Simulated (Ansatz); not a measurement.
# Mo(110) / 3 layers W(110) / Mo(110): resistance against film thickness

How does the resistance across the layers grow with the film in Mo(110) / 3 layers W(110) / Mo(110)?

Program: Ansatz 0.2.0. Level of theory: Ansatz plane-wave DFT, PBE, PAW files; ballistic transport by layer matching (Landauer), zero bias. Results are calculated unless marked as measured.

## Step 1: Starting point

The cell holds 11 atoms: 8 Mo and 3 W. Cell: a = 2.725 Å, b = 2.725 Å, c = 24.642 Å, α = 87.9°, β = 87.9°, γ = 109.5°. It derives from Mo and W. Regions: lead, 8 atoms (8 Mo); films, 3 atoms (3 W). The structure is stacked along c, and the current runs across the ab planes.

## Step 2: With 3 layers

The film is laid into the lead at the lead's in-plane lattice, and the cell closes on the lead's own image. The mesh across the current, 28×28, is finer than the density's, because channels open and close sharply across the zone. Energies from -1 to 1 eV in steps of 0.036 eV cover the slope of the Fermi function at 300 K, so the program can form a conductance.

Input file input.yaml:

```yaml
crystal:
  lattice:
    - [1.5735, -2.2252650404, 0.0]
    - [1.5735, 2.2252650404, 0.0]
    - [1.5735, 0.0, 24.5918358824]
  atoms:
    - { symbol: Mo, position: [0.9773780102, 0.9773780102, 0.0452439796] }
    - { symbol: Mo, position: [0.4321340306, 0.4321340306, 0.1357319387] }
    - { symbol: Mo, position: [0.8868900511, 0.8868900511, 0.2262198978] }
    - { symbol: Mo, position: [0.3416460715, 0.3416460715, 0.316707857] }
    - { symbol: W, position: [0.7960160545, 0.7960160545, 0.407967891] }
    - { symbol: W, position: [0.25, 0.25, 0.5] }
    - { symbol: W, position: [0.7039839455, 0.7039839455, 0.592032109] }
    - { symbol: Mo, position: [0.1583539285, 0.1583539285, 0.683292143] }
    - { symbol: Mo, position: [0.6131099489, 0.6131099489, 0.7737801022] }
    - { symbol: Mo, position: [0.0678659694, 0.0678659694, 0.8642680613] }
    - { symbol: Mo, position: [0.5226219898, 0.5226219898, 0.9547560204] }
kpoints:
  mp_grid: { grid: [15, 15, 1] }
hamiltonian:
  xc: pbe
scf:
  occupations: { method: fermi_dirac, width: 0.1 }
output:
  transmission: { leads: [[0, 1]], kmesh: [28, 28], e_range: [-1.0, 1.0], de: 0.036 }
  write_potential: true
  write_density: true
  volumetric_format: npy
  elf: true
```

The run is started by

```
$ ansatz run input.yaml --threads 4 --pin off --max-ram 8192MiB --backend cpu --events-out ev --progress --plain --runs-dir out
```

Numbers of over 12 decimals in the logs are rounded to 6 here.

Log:

```text
Warning: crystal.symmetry: narrowed to the stabiliser of the k-point mesh — unitary ops 8 → 4; excluded 4 operations that carry a point of the 15×15×1 mesh (shift [0, 0, 0]) off the mesh (the run samples exactly the mesh kpoints.mp_grid names, as under crystal.symmetry.detect: false, and its converged state has the mesh's symmetry, not the crystal's; ε∞, the Born charges and the force constants of a linear response (`dielectric:` by the response, `phonons.method: dfpt`) are averaged over those of the crystal's operations that the state keeps within a tolerance, where `mesh_tensors`, `unaveraged_element` or `gamma_mean_max_change_ev_ang2` stands beside them; [rest of the remark cut]
Engine: ansatz 0.2.0, aarch64-unknown-linux-gnu
Pseudopotentials: kind: paw
Pseudopotential: Mo, paw, valence charge 14, recommended cutoff 420 eV (normal), Mo.paw.azcp
Pseudopotential: W, paw, valence charge 14, recommended cutoff 420 eV (normal), W.paw.azcp
Functional definition: PBE
  parameter kappa = 0.804
  parameter beta = 0.066725
  exchange = pbe_x(kappa = kappa, mu = beta*pi^2/3)
  correlation = pbe_c(beta = beta)
Crystal: 11 atoms, lattice volume = 172.214 Å³
Basis set: ecut = 420 eV, 3405 PW (Γ)
Bands: 93, of which v1, the nominal top of the filled ones, is band 77 counted from 1 (76 counted from 0)
Symmetry: 4 space group operations
k-points: 64 of 225
Non-local potential: Mo, projectors of the file, l = 0: 3, l = 1: 2, l = 2: 2, l = 3: 1
Non-local potential: W, projectors of the file, l = 0: 3, l = 1: 2, l = 2: 2, l = 3: 1
PAW form: soft (Blöchl's): semilocal exchange-correlation on the pseudo side does not see the compensation charge
PAW one-centre angular grid: Mo, 590 points (default); XC on 64 Gauss nodes
PAW one-centre angular grid: W, 590 points (default); XC on 64 Gauss nodes
Initial density: superposition of atomic densities (neutral atoms: chi_scale 0, normalization atom), corrected by the library's trained network
Initial wavefunctions: pseudopotential atomic-orbital guess
Functional: x = pbe(κ = 0.804, μ = 0.219515), c = pbe(β = 0.066725)
SCF iter   1: F=—  HF=-70802.703097 eV  |F-HF|=—  |Δ(HF+E_count)|=         —  Δρ=2.61e-3  dr2=2.81e-2  ethr=1.77e-3  ⟨swp⟩=4.3  Hψ=21876  notcnv=0
preconditioner: auto → Kerker (q_TF=auto, 2.678 Å⁻¹)  [metal: Δε(μ)=0.008 eV  Ē_g=4.586 eV  σ=0.100 eV  W_gap=0.02  n_scr=52 (ndim 8)  ℏωp=23.0 eV  f_vac=0.000  D(μ)=6.39/eV (n_scr^D=44)]
SCF iter   2: F=—  HF=-70802.701799 eV  |F-HF|=—  |Δ(HF+E_count)|=   1.30e-3  Δρ=1.54e-3  dr2=1.25e-2  ethr=1.83e-5  ⟨swp⟩=1.2  Hψ=6872  notcnv=0
SCF iter   3: F=—  HF=-70802.701245 eV  |F-HF|=—  |Δ(HF+E_count)|=   5.54e-4  Δρ=1.91e-4  dr2=1.28e-3  ethr=8.14e-6  ⟨swp⟩=1.3  Hψ=6008  notcnv=0
SCF iter   4: F=—  HF=-70802.701207 eV  |F-HF|=—  |Δ(HF+E_count)|=   3.76e-5  Δρ=5.55e-5  dr2=2.39e-5  ethr=8.30e-7  ⟨swp⟩=1.0  Hψ=5947  notcnv=0
SCF iter   5: F=—  HF=-70802.701345 eV  |F-HF|=—  |Δ(HF+E_count)|=   1.38e-4  Δρ=1.55e-5  dr2=5.29e-6  ethr=1.55e-8  ⟨swp⟩=2.0  Hψ=7779  notcnv=0
SCF iter   6: F=—  HF=-70802.701345 eV  |F-HF|=—  |Δ(HF+E_count)|=   9.11e-8  Δρ=4.25e-6  dr2=1.08e-7  ethr=3.43e-9  ⟨swp⟩=1.0  Hψ=5946  notcnv=0
SCF iter   7: F=-70802.701345 eV  HF=-70802.701345 eV  |F-HF|=1.27e-8  |Δ(HF+E_count)|=   1.27e-9  Δρ=8.14e-7  dr2=1.32e-8  ethr=6.49e-11  ⟨swp⟩=3.1  Hψ=11814  notcnv=0
SCF 1 converged in 7 iterations: F = -70802.701345 eV  dr2 = 1.32e-8
  greatest PAW one-centre occupation: 1.000 electrons in one spin orbital (limit 2), on the W atom at site 6 (counted from 0), in its partial waves of l = 0
transmission: 950 of 9495 steps passed
transmission: 1899 of 9495 steps passed
[...]
transmission: 9495 of 9495 steps passed
SCF converged after 7 iterations
Free energy (F): -70802.701345 eV
Harris-Foulkes:  -70802.701345 eV  (|F-HF|=1.27e-8)
Internal energy: -70802.487690 eV  (E = F + TS)
E sigma→0 (E₀):  -70802.594517 eV
Entropy (-TS):   -0.213656 eV (-19.423 meV/atom)
Fermi energy:    21.571224 eV
--- Per-component energies (eV) ---
  E_band       = -673.660850
  E_kinetic    = 4880.750554
  E_local      = -8062.847446  (includes V_loc(G=0)·N_el)
  E_nonlocal   = 1142.204424
  E_hartree    = 2721.831093
  E_xc         = -2270.892859
  E_vxc        = -2551.370282  (∫ρ·V_xc dr)
  E_paw        = -51297.280327  (= ΣΔE_a)
  E_vpaw       = -1526.060658  (= ΣTr[D̂ρ^β])
  E_aug_tail   = 0.000165  (compensation charges beyond the density's cutoff)
  E_ewald      = -17916.253295
  E_smearing   = -0.213656  (= −TS)
  E_closure    = -0.000000  (closes the sum)
  Σ components = -70802.701345   (vs F -70802.701345, Δ=0.00e0)
--- Band table (eV; the first three rows and the last of 64) ---
  k-point 0: bands = [... 73 lower, 20.2607, 20.5733, 20.7168, 21.0449, 21.1630, 21.6546, 21.6688, 22.4384, ... 12 higher]
  k-point 1: bands = [... 73 lower, 20.3726, 20.7295, 20.7403, 20.8464, 20.8653, 21.8194, 21.9087, 21.9639, ... 12 higher]
  k-point 2: bands = [... 73 lower, 20.1418, 20.2737, 20.8225, 21.1027, 21.1283, 21.2294, 21.3377, 22.2360, ... 12 higher]
  k-point 63: bands = [... 73 lower, 21.8228, 22.0599, 22.0915, 22.7203, 22.7638, 22.8029, 23.3860, 23.4114, ... 12 higher]
--- Transmission ---
  basis      : 63 plane waves across, 45 finite elements along
  points     : 211, standing for a mesh of 28 x 28
  filling    : by the input's occupations and mesh, since the crystals that have channels conduct as metals do. If one of these is a semiconductor, that mesh has misplaced its level
  energies   : 56 from -1.000000 to 0.980000 eV about the Fermi level, 0.036000 eV apart; the leads are filled to 0.000000 eV, and channels, transmission and decay are at 0.008000 eV
  crystal 0  : Mo1, at the sites [0, 1], period 2.2253 Å, over 17.80 Å; its Hamiltonian steps by up to 4.6 meV
    offset         : up to 0.0000 Å between an atom of the period and one for which it stands
    filled         : 52.0 meV under the level at which it is neutral
    channels       : 1.076531e0 a spin
    conductance    : 1.1919e15 S/m² at 300 K; may be off by some 0.0 % by where its bands' edges are placed, 6.6 % from the k-mesh, 3.4 % from the distance to neutral
    slowest decay  : 0.0277 /Å at (-0.4286, 0.0714)
  junction   : crystal 0 to crystal 0, 0.70 to 23.06 Å
    transmission   : 8.450406e-1 a spin
    conductance    : 9.3279e14 S/m² at 300 K (8.9362e14 on every other point, 9.3177e14 on every other energy)
    error estimate : 0.1 % from the energy spacing and 0.3 % from band edges of the leads and from resonances (wavevectors taken as independent; lower de), 5.4 % from the k-mesh, 1.3 % from the steps of its leads' Hamiltonians or their offsets (lay more layers), 1.1 % from the distance to neutral
    resistance     : 2.3305e-4 Ω µm² beyond half of each lead's own
```

Elapsed: 4.8 min, on 4 threads of Arm Neoverse V2, shared host; peak memory 1.1 GiB.

The column dr2 measures how far the density is from self-consistency, as an energy; F and HF (Harris–Foulkes) agree once it is small.

Numbers from this step:

```
free energy                                                                : -70802.7013 eV
energy at zero smearing                                                    : -70802.5945 eV
Fermi energy                                                               : 21.57 eV
cell area                                                                  : 7.003 Å²
step of the lead's potential                                               : 4.6 meV
ballistic conductance of the lead                                          : 1.19e15 S/m²
estimated errors of the lead's conductance                                 : 0, 6.6, 3.4 % (band edges, k-mesh, distance from neutral)
lead conductance per cell                                                  : 1.077 G₀
conductance of the junction                                                : 9.33e14 S/m²
junction conductance per cell                                              : 0.8431 G₀
estimated errors of the junction's conductance                             : 0.1, 0.3, 5.4, 1.3, 1.1 % (energy step, band edges, k-mesh, leads' steps, distance from neutral)
area resistance that the stack adds (contact term taken off, spin by spin) : 0.2331 fΩ m²
```

Per spin. Table of transmission, zone mean by energy, zero at the Fermi level:

| energy (eV) | transmission, zone mean |
| --- | --- |
| -1.000 | 0.885 |
| -0.928 | 0.879 |
| -0.856 | 0.845 |
| -0.784 | 0.822 |
| -0.712 | 0.790 |
| -0.676 | 0.802 |
| -0.604 | 0.819 |
| -0.568 | 0.845 |
| -0.532 | 0.830 |
| -0.460 | 0.799 |
| -0.388 | 0.768 |
| -0.316 | 0.760 |
| -0.244 | 0.798 |
| -0.172 | 0.808 |
| -0.100 | 0.820 |
| -0.028 | 0.841 |
| 0.008 | 0.845 |
| 0.080 | 0.856 |
| 0.152 | 0.871 |
| 0.224 | 0.970 |
| 0.296 | 1.06 |
| 0.368 | 1.12 |
| 0.440 | 1.16 |
| 0.512 | 1.24 |
| 0.584 | 1.27 |
| 0.656 | 1.30 |
| 0.692 | 1.32 |
| 0.764 | 1.37 |
| 0.836 | 1.39 |
| 0.908 | 1.38 |
| 0.980 | 1.36 |

Per spin. The open channels, zone mean, lead by energy, zero at the Fermi level:

energy (eV), open channels, zone mean, lead and a bar from the least value:
```
   -1.000       1.16 #######
   -0.928       1.16 #######
   -0.856       1.12 #####
   -0.784       1.09 ####
   -0.712       1.08 ####
   -0.676       1.11 #####
   -0.604       1.11 #####
   -0.532       1.08 ####
   -0.460       1.02 ##
   -0.388       0.97 
   -0.316       1.03 ##
   -0.244       1.08 ####
   -0.172       1.04 ###
   -0.100       1.04 ###
   -0.028       1.05 ###
    0.008       1.08 ####
    0.080       1.15 ######
    0.152       1.17 #######
    0.224       1.30 ############
    0.296       1.38 ###############
    0.368       1.42 ################
    0.440       1.44 #################
    0.512       1.57 ######################
    0.584       1.60 #######################
    0.656       1.66 #########################
    0.692       1.67 ##########################
    0.764       1.74 ############################
    0.836       1.79 ##############################
    0.908       1.78 ##############################
    0.980       1.79 ##############################
```

Transmission over k1 and k2. At 0.0080 eV from the Fermi level.

Ten even steps from '_' (0.00) to '@' (2.83), each cell a mean:
```
******++------__________::==++++++--________------++****
****++++------____________..--====--________------==++**
======------**::______________....__....____--------====
----------%%@@**++::______________::------::------------
::::::::##%%@@####**::____________::------------::::::::
________::**##**##****::__________--------------________
__________--**####@@@@##::::::::::++++++--------..______
____________..++**@@@@%%------------****--------::______
::..____________--####++====++++==----++........__::====
++==..____________------++******++==----__________--++++
++++==..__________----==**********==----__________::==++
++++++--__________----==++******++==----____________::==
--====::__........==----==++++++====++++::____________..
__....__..::------**++----====----%%@@@@**==____________
________::--------****++----------%%@@@@****++::________
__________--------------__________--****######**..______
..........------------::____________--**##**%%%%**......
----------------------::______________--****@@@@==------
==------------____::::____________________--##------====
**++++==------________::------..____________------==++++
******++------________--++++++==..__________------++****
******++------________..++++++++==..________------++****
```
Columns: k1 (b1) from -0.5 to 0.464; rows upwards: k2 (b2) from -0.5 to 0.464.

Open channels over k1 and k2. At 0.0080 eV from the Fermi level.

Values, 12 rows by 16 columns, each cell a mean:
```
2.00 2.00 1.78 1.00 0.00 0.00 0.12 1.51 2.00 2.00 0.57 0.00 0.43 1.00 1.63 2.00
1.71 1.59 1.16 2.06 1.06 0.41 0.00 0.33 0.94 1.27 0.76 0.47 0.59 1.00 1.04 1.29
0.57 0.57 1.84 2.82 2.00 1.92 0.98 0.00 0.00 0.29 1.00 1.00 1.00 0.88 0.57 0.57
0.00 0.00 0.24 1.88 2.00 2.49 2.29 0.57 0.57 0.82 1.53 1.24 1.00 0.88 0.16 0.00
1.06 0.08 0.00 0.33 1.43 2.29 2.27 1.53 1.71 1.59 1.35 1.14 0.71 0.76 1.27 1.43
2.00 1.76 0.49 0.00 0.00 0.86 1.63 2.00 2.00 2.00 1.29 0.43 0.00 0.33 1.76 2.00
2.00 2.00 1.57 0.14 0.14 0.96 1.63 2.00 2.00 1.84 1.41 0.71 0.16 0.00 0.61 1.35
0.57 0.57 0.71 1.00 1.00 1.78 1.41 1.29 1.29 1.61 3.00 2.43 1.76 0.53 0.00 0.00
0.00 0.00 0.22 1.00 1.00 1.12 1.00 0.14 0.14 0.71 2.14 2.06 2.00 1.67 0.24 0.00
1.08 1.00 1.00 1.00 0.86 0.98 0.82 0.29 0.00 0.00 0.73 1.71 2.61 2.57 1.27 1.14
1.88 1.59 1.08 1.00 0.00 0.24 1.18 2.00 1.43 0.20 0.00 0.00 1.00 1.16 1.63 2.00
2.00 2.00 1.53 1.00 0.00 0.00 1.43 2.00 2.00 1.51 0.24 0.00 0.43 1.29 2.00 2.00
```
Columns: k1 (b1) from -0.5 to 0.464; rows upwards: k2 (b2) from -0.5 to 0.464.

Electrostatic potential energy in the ca plane at fractional y = 0.068, with atoms of Mo within 0.2 Å of it. With pseudopotentials it is smooth inside the atoms' cores, unlike the true potential.

Ten even steps from '0' (-41 eV) to '9' (22 eV), each cell a mean:
```
00169999998400269999999743479986689987789863
32589999999632479999999854589999999987789987
77899999999876799999999976789999999988899999
99999988999999999988899999999987899999999998
88999977899999999864689999999853479999999974
44689977899977899743479999999731148999999830
00379988899743589853579987899730148999999720
00169999998510279976789854689852258988899730
```
Columns run along c (16.0 Å, from fractional 0.04 to 0.69 of the cell; values clipped at the 3rd and 97th percentile), rows up along a (2.7 Å).

ELF in the ca plane at fractional y = 0.068, with atoms of Mo within 0.2 Å of it. It is the smooth field of the valence electrons, not physical close to the nuclei.

Ten even steps from '0' (0.16) to '9' (0.75), each cell a mean:
```
98821433431599831310132268623212213211112237
78402544440178502433342047412432234212213312
22113322332023102322233013103433344212223432
22243111123211233111013322223101113322234311
11133123113322342046302544453027510454554016
66312112112111122168622322242179841454453159
99832100022366422146522210023389962331232288
87942200122699832111112234323258842310012289
```
Columns run along c (16.0 Å, from fractional 0.04 to 0.69 of the cell), rows up along a (2.7 Å).

Valence density in the ca plane at fractional y = 0.068, with atoms of Mo within 0.2 Å of it. It is the smooth field of the valence electrons, not physical close to the nuclei.

Ten even steps from '0' (0.3 e/Å³) to '9' (6.4 e/Å³), each cell a mean:
```
88510000000267410000000023200001100000000013
34100000000034200000000012100000000000000000
00000000000001000000000001000000000000000000
00000000000000000000000000000000000000000000
00000000000000000012100000000013200000000002
22100000000000000023200000000036520000000026
77400000000023100012100000000037620000000049
99610000000256410000000012100024410000000038
```
Columns run along c (16.0 Å, from fractional 0.04 to 0.69 of the cell), rows up along a (2.7 Å).

The lead's potential steps by 4.6 meV from period to period, small in itself. The program estimates the junction's conductance to 5.4 % from the k-mesh, 1.1 % from the leads' distance from neutral and 1.3 % from their steps.

By hand: 1/G − 1/G_lead = 1/0.9328 − 1/1.192 = 0.233 fΩ m² with G in 10¹⁵ S/m².

## Step 3: With 5 layers, film layers 5

The stack now holds 5 film layers; the k-mesh follows the cell, and the energies span -0.27 to 0.27 eV.

System of this step: Mo(110) / 5 layers W(110) / Mo(110). The cell holds 13 atoms: 8 Mo and 5 W. Cell: a = 2.725 Å, b = 2.725 Å, c = 29.161 Å, α = 88.2°, β = 88.2°, γ = 109.5°. It derives from Mo and W. Regions: lead, 8 atoms (8 Mo); films, 5 atoms (5 W). The structure is stacked along c, and the current runs across the ab planes.

Input file input.yaml:

```yaml
crystal:
  lattice:
    - [1.5735, -2.2252650404, 0.0]
    - [1.5735, 2.2252650404, 0.0]
    - [1.5735, 0.0, 29.1183129219]
  atoms:
    - { symbol: Mo, position: [0.9808946259, 0.9808946259, 0.0382107481] }
    - { symbol: Mo, position: [0.4426838778, 0.4426838778, 0.1146322443] }
    - { symbol: Mo, position: [0.9044731297, 0.9044731297, 0.1910537405] }
    - { symbol: Mo, position: [0.3662623816, 0.3662623816, 0.2674752367] }
    - { symbol: W, position: [0.8277256061, 0.8277256061, 0.3445487878] }
    - { symbol: W, position: [0.288862803, 0.288862803, 0.4222743939] }
    - { symbol: W, position: [0.75, 0.75, 0.5] }
    - { symbol: W, position: [0.211137197, 0.211137197, 0.5777256061] }
    - { symbol: W, position: [0.6722743939, 0.6722743939, 0.6554512122] }
    - { symbol: Mo, position: [0.1337376184, 0.1337376184, 0.7325247633] }
    - { symbol: Mo, position: [0.5955268703, 0.5955268703, 0.8089462595] }
    - { symbol: Mo, position: [0.0573161222, 0.0573161222, 0.8853677557] }
    - { symbol: Mo, position: [0.5191053741, 0.5191053741, 0.9617892519] }
kpoints:
  mp_grid: { grid: [15, 15, 1] }
hamiltonian:
  xc: pbe
scf:
  occupations: { method: fermi_dirac, width: 0.1 }
output:
  transmission:
    leads: [[0, 1]]
    kmesh: [28, 28]
    e_range: [-0.27, 0.27]
    de: 0.036
  write_potential: true
  write_density: true
  volumetric_format: npy
```

Log:

```text
[...]
Crystal: 13 atoms, lattice volume = 203.913 Å³
Basis set: ecut = 420 eV, 4067 PW (Γ)
Bands: 110, of which v1, the nominal top of the filled ones, is band 91 counted from 1 (90 counted from 0)
Symmetry: 4 space group operations
k-points: 64 of 225
[...]
--- Transmission ---
  basis      : 63 plane waves across, 52 finite elements along
  points     : 211, standing for a mesh of 28 x 28
[...]
filled         : 60.5 meV under the level at which it is neutral
    channels       : 1.076531e0 a spin
[...]
slowest decay  : 0.0290 /Å at (-0.4286, 0.0714)
  junction   : crystal 0 to crystal 0, 0.70 to 27.59 Å
    transmission   : 7.592134e-1 a spin
[...]
resistance     : 3.5565e-4 Ω µm² beyond half of each lead's own
[key lines of the parts left out:]
SCF converged after 7 iterations
Free energy (F): -91572.335553 eV
Fermi energy:    21.725436 eV
```

The job ended after 2.3 min (4 threads; peak memory 1.5 GiB).

This step gave:

```yaml
free_energy: -91572.3356 eV
energy_at_zero_smearing: -91572.2101 eV
fermi_energy: 21.73 eV
step_of_the_lead_s_potential: 4.7 meV
estimated_errors_of_the_lead_s_conductance: 0, 6.6, 3.8 % (band edges, k-mesh, distance from neutral)
lead_conductance_per_cell: 1.073 G₀
conductance_of_the_junction: 8.35e14 S/m²
junction_conductance_per_cell: 0.7543 G₀
estimated_errors_of_the_junction_s_conductance: 0.2, 0.1, 5, 1.2, 0.9 % (energy step, band edges, k-mesh, leads' steps, distance from neutral)
area_resistance_that_the_stack_adds_contact_term_taken_off_spin_by_spin: 0.3557 fΩ m²
```

Per spin. Table of transmission, zone mean by energy, zero at the Fermi level:

| energy (eV) | transmission, zone mean |
| --- | --- |
| -0.270 | 0.691 |
| -0.234 | 0.706 |
| -0.198 | 0.712 |
| -0.162 | 0.717 |
| -0.126 | 0.727 |
| -0.090 | 0.730 |
| -0.054 | 0.745 |
| -0.018 | 0.754 |
| 0.018 | 0.759 |
| 0.054 | 0.764 |
| 0.090 | 0.759 |
| 0.126 | 0.767 |
| 0.162 | 0.763 |
| 0.198 | 0.785 |
| 0.234 | 0.837 |
| 0.270 | 0.866 |

The conductance of the junction is 8.3e14 S/m², 11 % under the 9.3e14 S/m² of the last finished run.

(Continued in part 2 of 2.)

[Logs are printed without paths, hosts, clocks, repeated set-up lines and the standing remarks that a program may print on its own settings, such as how far it seeks lower states.]

[Hosts, paths, dates, database ids (printed as entryN), source tags and the programs' standing remarks are cut or masked in the printed files.]
